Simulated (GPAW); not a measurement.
# HgTe (Coloradoite) (F-43m) in GPAW: settings compared, part 2 of 2

GPAW 26.7.0. Earlier steps stand in the parts before.

## (3) Relaxation of cell and atoms, PBEsol

File run.py:

```python
from ase import Atoms
from ase.filters import FrechetCellFilter
from ase.io import write
from ase.optimize import BFGS
from gpaw import GPAW, PW, setup_paths

setup_paths.insert(0, '.')

atoms = Atoms(['Hg', 'Te'],
              cell=[[0.0, 3.2145, 3.2145],
                    [3.2145, 0.0, 3.2145],
                    [3.2145, 3.2145, 0.0]],
              scaled_positions=[[0.0, 0.0, 0.0],
                                [0.75, 0.75, 0.75]],
              pbc=True)

calc = GPAW(mode=PW(600),
            xc='PBEsol',
            kpts={'size': (7, 7, 7), 'gamma': True},
            occupations={'name': 'fermi-dirac', 'width': 0.05},
            nbands=18,
            convergence={'density': 1e-05, 'forces': 0.0001},
            maxiter=150,
            txt='gpaw.txt')
atoms.calc = calc
opt = BFGS(FrechetCellFilter(atoms), trajectory='relax.traj', logfile='-')
done = opt.run(fmax=0.02, steps=60)
calc.write('gs.gpw')
write('result.traj', atoms)
print('Converged:', done)
print('Cell:', atoms.cell.cellpar().round(4))
print('Volume:', round(atoms.get_volume(), 4))
print(atoms.get_scaled_positions().round(5))
```

Potentials or basis: PAW data sets generated in the run's folder for this functional, pw.

On the command line:

```console
gpaw-setup -f PBEsol Hg Te
OMP_NUM_THREADS=1 python run.py
```

gpaw.txt:

```text
__  _  _
 | _ |_)|_||  |
 |__||  | ||/\| - 26.7.0

Input parameters:
  mode=PW(ecut=600.0),
  convergence={'density': 1e-05, 'forces': 0.0001},
  kpts=MonkhorstPack(size=(7, 7, 7), gamma=True),
  maxiter=150,
  nbands=18,
  occupations=Occupations(name='fermi-dirac', width=0.05),
  xc=XC(name='PBEsol')

Diagonalizing LCAO Hamiltonian
Converting LCAO to pw mode

                      Te

       Hg

Atoms  # Å, Bohr magnetons
|   | symbol |        x |        y |        z |    initial magnetic moments |
|---|--------|----------|----------|----------|-----------------------------|
| 0 |     Hg | 0.000000 | 0.000000 | 0.000000 | ( 0.0000,  0.0000,  0.0000) |
| 1 |     Te | 4.821750 | 4.821750 | 4.821750 | ( 0.0000,  0.0000,  0.0000) |

Unit cell  # Å
| periodic |        x |        y |        z |  lengths |    angles |
|----------|----------|----------|----------|----------|-----------|
|      yes | 0.000000 | 3.214500 | 3.214500 | 4.545989 | 60.000000 |
|      yes | 3.214500 | 0.000000 | 3.214500 | 4.545989 | 60.000000 |
|      yes | 3.214500 | 3.214500 | 0.000000 | 4.545989 | 60.000000 |

Number of symmetries: 24
Symmetry operations  # r_c * U_cc + t_c -> r_c
|    | kind |            matrix            |
|----|------|------------------------------|
|  0 |  E   |  1, 0, 0,  0, 1, 0,  0, 0, 1 |
|  1 |  σ   |  1, 0, 0,  0, 0, 1,  0, 1, 0 |
|  2 |  σ   |  1, 0,-1,  0, 1,-1,  0, 0,-1 |
|  3 |  C3  |  1, 0,-1,  0, 0,-1,  0, 1,-1 |
|  4 |  C3  |  1,-1, 0,  0,-1, 1,  0,-1, 0 |
|  5 |  σ   |  1,-1, 0,  0,-1, 0,  0,-1, 1 |
|  6 |  σ   |  0, 1, 0,  1, 0, 0,  0, 0, 1 |
|  7 |  C3  |  0, 1, 0,  0, 0, 1,  1, 0, 0 |
|  8 |  C2  |  0, 1,-1,  1, 0,-1,  0, 0,-1 |
|  9 |  S4  |  0, 1,-1,  0, 0,-1,  1, 0,-1 |
| 10 |  C3  |  0, 0, 1,  1, 0, 0,  0, 1, 0 |
| 11 |  σ   |  0, 0, 1,  0, 1, 0,  1, 0, 0 |
| 12 |  S4  |  0, 0,-1,  1, 0,-1,  0, 1,-1 |
| 13 |  C3  |  0, 0,-1,  0, 1,-1,  1, 0,-1 |
| 14 |  S4  |  0,-1, 1,  1,-1, 0,  0,-1, 0 |
| 15 |  C2  |  0,-1, 1,  0,-1, 0,  1,-1, 0 |
| 16 |  C3  |  0,-1, 0,  1,-1, 0,  0,-1, 1 |
| 17 |  S4  |  0,-1, 0,  0,-1, 1,  1,-1, 0 |
| 18 |  S4  | -1, 1, 0, -1, 0, 1, -1, 0, 0 |
| 19 |  C3  | -1, 1, 0, -1, 0, 0, -1, 0, 1 |
| 20 |  C3  | -1, 0, 1, -1, 1, 0, -1, 0, 0 |
| 21 |  S4  | -1, 0, 1, -1, 0, 0, -1, 1, 0 |
[... 188 lines left out ...]
No gap
No difference between direct/indirect transitions

Stress tensor  # eV/Ang^3
|         x |         y |         z |
|-----------|-----------|-----------|
| -0.010832 | -0.000000 |  0.000000 |
| -0.000000 | -0.010832 |  0.000000 |
|  0.000000 |  0.000000 | -0.010832 |

Forces  # eV/Ang
|        x |        y |       z |
|----------|----------|---------|
| -0.00000 | -0.00000 | 0.00000 |  # Hg   0
|  0.00000 | -0.00000 | 0.00000 |  # Te   1

Interpolating wave functions to new cell

                      Te

       Hg

Atoms  # Å, Bohr magnetons
|   | symbol |         x |         y |        z |    initial magnetic moments |
|---|--------|-----------|-----------|----------|-----------------------------|
| 0 |     Hg | -0.000000 | -0.000000 | 0.000000 | ( 0.0000,  0.0000,  0.0000) |
| 1 |     Te |  4.834158 |  4.834158 | 4.834158 | ( 0.0000,  0.0000,  0.0000) |

Unit cell  # Å
| periodic |        x |        y |         z |  lengths |    angles |
|----------|----------|----------|-----------|----------|-----------|
|      yes | 0.000000 | 3.222772 |  3.222772 | 4.557688 | 60.000000 |
|      yes | 3.222772 | 0.000000 |  3.222772 | 4.557688 | 60.000000 |
|      yes | 3.222772 | 3.222772 | -0.000000 | 4.557688 | 60.000000 |

Number of symmetries: 24
Symmetry operations  # r_c * U_cc + t_c -> r_c
|    | kind |            matrix            |
|----|------|------------------------------|
|  0 |  E   |  1, 0, 0,  0, 1, 0,  0, 0, 1 |
|  1 |  σ   |  1, 0, 0,  0, 0, 1,  0, 1, 0 |
|  2 |  σ   |  1, 0,-1,  0, 1,-1,  0, 0,-1 |
|  3 |  C3  |  1, 0,-1,  0, 0,-1,  0, 1,-1 |
|  4 |  C3  |  1,-1, 0,  0,-1, 1,  0,-1, 0 |
|  5 |  σ   |  1,-1, 0,  0,-1, 0,  0,-1, 1 |
|  6 |  σ   |  0, 1, 0,  1, 0, 0,  0, 0, 1 |
|  7 |  C3  |  0, 1, 0,  0, 0, 1,  1, 0, 0 |
|  8 |  C2  |  0, 1,-1,  1, 0,-1,  0, 0,-1 |
|  9 |  S4  |  0, 1,-1,  0, 0,-1,  1, 0,-1 |
| 10 |  C3  |  0, 0, 1,  1, 0, 0,  0, 1, 0 |
| 11 |  σ   |  0, 0, 1,  0, 1, 0,  1, 0, 0 |
| 12 |  S4  |  0, 0,-1,  1, 0,-1,  0, 1,-1 |
| 13 |  C3  |  0, 0,-1,  0, 1,-1,  1, 0,-1 |
| 14 |  S4  |  0,-1, 1,  1,-1, 0,  0,-1, 0 |
| 15 |  C2  |  0,-1, 1,  0,-1, 0,  1,-1, 0 |
| 16 |  C3  |  0,-1, 0,  1,-1, 0,  0,-1, 1 |
| 17 |  S4  |  0,-1, 0,  0,-1, 1,  1,-1, 0 |
| 18 |  S4  | -1, 1, 0, -1, 0, 1, -1, 0, 0 |
| 19 |  C3  | -1, 1, 0, -1, 0, 0, -1, 0, 1 |
| 20 |  C3  | -1, 0, 1, -1, 1, 0, -1, 0, 0 |
| 21 |  S4  | -1, 0, 1, -1, 0, 0, -1, 1, 0 |
[... 186 lines left out ...]
No gap
No difference between direct/indirect transitions

Stress tensor  # eV/Ang^3
|         x |         y |         z |
|-----------|-----------|-----------|
| -0.008430 |  0.000000 | -0.000000 |
|  0.000000 | -0.008430 |  0.000000 |
| -0.000000 |  0.000000 | -0.008430 |

Forces  # eV/Ang
|        x |       y |       z |
|----------|---------|---------|
| -0.00000 | 0.00000 | 0.00000 |  # Hg   0
|  0.00000 | 0.00000 | 0.00000 |  # Te   1

Interpolating wave functions to new cell

                      Te

       Hg

Atoms  # Å, Bohr magnetons
|   | symbol |         x |         y |        z |    initial magnetic moments |
|---|--------|-----------|-----------|----------|-----------------------------|
| 0 |     Hg | -0.000000 | -0.000000 | 0.000000 | ( 0.0000,  0.0000,  0.0000) |
| 1 |     Te |  4.879530 |  4.879530 | 4.879530 | ( 0.0000,  0.0000,  0.0000) |

Unit cell  # Å
| periodic |        x |        y |        z |  lengths |    angles |
|----------|----------|----------|----------|----------|-----------|
|      yes | 0.000000 | 3.253020 | 3.253020 | 4.600465 | 60.000000 |
|      yes | 3.253020 | 0.000000 | 3.253020 | 4.600465 | 60.000000 |
|      yes | 3.253020 | 3.253020 | 0.000000 | 4.600465 | 60.000000 |

Number of symmetries: 24
Symmetry operations  # r_c * U_cc + t_c -> r_c
|    | kind |            matrix            |
|----|------|------------------------------|
|  0 |  E   |  1, 0, 0,  0, 1, 0,  0, 0, 1 |
|  1 |  σ   |  1, 0, 0,  0, 0, 1,  0, 1, 0 |
|  2 |  σ   |  1, 0,-1,  0, 1,-1,  0, 0,-1 |
|  3 |  C3  |  1, 0,-1,  0, 0,-1,  0, 1,-1 |
|  4 |  C3  |  1,-1, 0,  0,-1, 1,  0,-1, 0 |
|  5 |  σ   |  1,-1, 0,  0,-1, 0,  0,-1, 1 |
|  6 |  σ   |  0, 1, 0,  1, 0, 0,  0, 0, 1 |
|  7 |  C3  |  0, 1, 0,  0, 0, 1,  1, 0, 0 |
|  8 |  C2  |  0, 1,-1,  1, 0,-1,  0, 0,-1 |
|  9 |  S4  |  0, 1,-1,  0, 0,-1,  1, 0,-1 |
| 10 |  C3  |  0, 0, 1,  1, 0, 0,  0, 1, 0 |
| 11 |  σ   |  0, 0, 1,  0, 1, 0,  1, 0, 0 |
| 12 |  S4  |  0, 0,-1,  1, 0,-1,  0, 1,-1 |
| 13 |  C3  |  0, 0,-1,  0, 1,-1,  1, 0,-1 |
| 14 |  S4  |  0,-1, 1,  1,-1, 0,  0,-1, 0 |
| 15 |  C2  |  0,-1, 1,  0,-1, 0,  1,-1, 0 |
| 16 |  C3  |  0,-1, 0,  1,-1, 0,  0,-1, 1 |
| 17 |  S4  |  0,-1, 0,  0,-1, 1,  1,-1, 0 |
| 18 |  S4  | -1, 1, 0, -1, 0, 1, -1, 0, 0 |
| 19 |  C3  | -1, 1, 0, -1, 0, 0, -1, 0, 1 |
| 20 |  C3  | -1, 0, 1, -1, 1, 0, -1, 0, 0 |
| 21 |  S4  | -1, 0, 1, -1, 0, 0, -1, 1, 0 |
[... 187 lines left out ...]
No gap
No difference between direct/indirect transitions

Stress tensor  # eV/Ang^3
|         x |         y |         z |
|-----------|-----------|-----------|
| -0.000431 | -0.000000 | -0.000000 |
| -0.000000 | -0.000431 |  0.000000 |
| -0.000000 |  0.000000 | -0.000431 |

Forces  # eV/Ang
|        x |        y |        z |
|----------|----------|----------|
| -0.00000 |  0.00000 |  0.00000 |  # Hg   0
|  0.00000 | -0.00000 | -0.00000 |  # Te   1

# Writing to gs.gpw (mode='')
```

It took 48 s on 1 thread of Arm Neoverse V2, shared host; peak memory 0.2 GiB.

What came out:

```yaml
Free_energy: -5.2416 eV
Relaxed_volume: 34.42 Å³/atom
Relaxed_cell: a = 4.600 Å, b = 4.600 Å, c = 4.600 Å, α = 60.00°, β = 60.00°, γ = 60.00°
Space_group_after_relaxing_to_0.05_Å: F-43m (No. 216)
Energy_gained_by_relaxing: 6.7 meV/atom
Ionic_steps: 3
Pressure_after_relaxing: 0.1 GPa
Band_gap_on_the_k_mesh: none (metal or under the smearing width)
```

The path:
```csv
step,energy change (eV),largest force (eV/Å),pressure (GPa),volume (Å³)
1,0.0000,0.0000,1.74,66.43
2,-0.0050,0.0000,1.35,66.95
3,-0.0135,0.0000,0.07,68.85
```

Final structure:
```
Hg Te
1.0
     0.00000    3.25302    3.25302
     3.25302    0.00000    3.25302
     3.25302    3.25302    0.00000
Hg Te
1 1
Cartesian
  0.0000 0.0000 0.0000
  4.8795 4.8795 4.8795
```

Levels at points of the mesh, in eV from the Fermi level:
```tsv
k point	band 9	band 10	band 11	band 12	band 13	band 14
(0.00, 0.00, 0.00)	-6.89	-0.77	-0.04	-0.04	-0.04	4.21
```

Caveat: later steps reuse the first step's grids. Spin-orbit coupling is left out, which matters for the levels of Hg, Te.

## (4) Relaxation of cell and atoms, PBEsol+D3

Changes to run.py since step 3:

```diff
@@ -1,2 +1,3 @@
 from ase import Atoms
+from ase.calculators.mixing import SumCalculator
 from ase.filters import FrechetCellFilter
@@ -4,2 +5,3 @@
 from ase.optimize import BFGS
+from dftd3.ase import DFTD3
 from gpaw import GPAW, PW, setup_paths
@@ -24,3 +26,3 @@
             txt='gpaw.txt')
-atoms.calc = calc
+atoms.calc = SumCalculator([calc, DFTD3(method='pbesol', damping='d3zero')])
 opt = BFGS(FrechetCellFilter(atoms), trajectory='relax.traj', logfile='-')
```

On the command line:

```console
gpaw-setup -f PBEsol Hg Te
OMP_NUM_THREADS=1 python run.py
```

Wall time 41 s (1 thread of Arm Neoverse V2, shared host); peak memory 0.2 GiB.

It converged, with:

- Free energy: -5.7159 eV
- Relaxed volume: 33.33 Å³/atom
- Relaxed cell: a = 4.551 Å, b = 4.551 Å, c = 4.551 Å, α = 60.00°, β = 60.00°, γ = 60.00°
- Space group after relaxing (to 0.05 Å): F-43m (No. 216)
- Energy gained by relaxing: 0.1 meV/atom
- Ionic steps: 3
- Pressure after relaxing: 0.0 GPa
- Band gap on the k mesh: none (metal or under the smearing width)
- Dispersion energy per atom: -0.243 eV

The path:
```
step  energy change (eV)  largest force (eV/Å)  pressure (GPa)  volume (Å³)
   1              0.0000                0.0000            0.16        66.43
   2              0.0000                0.0000            0.12        66.48
   3             -0.0001                0.0000            0.00        66.65
```

Final structure:
```yaml
crystal:
  lattice:
    - [0.00000, 3.21806, 3.21806]
    - [3.21806, 0.00000, 3.21806]
    - [3.21806, 3.21806, 0.00000]
  atoms:
    - { symbol: Hg, position: [0.00000, 0.00000, 0.00000] }
    - { symbol: Te, position: [0.75000, 0.75000, 0.75000] }
```

Levels at points of the mesh, in eV from the Fermi level:
```tsv
k point	band 10	band 11	band 12	band 13	band 14
(0.00, 0.00, 0.00)	-0.69	-0.04	-0.04	-0.04	4.15
```

Caveat: later steps reuse the first step's grids; pairwise dispersion overbinds metals, which lowers pressure and volume. Spin-orbit coupling is left out, which matters for the levels of Hg, Te.
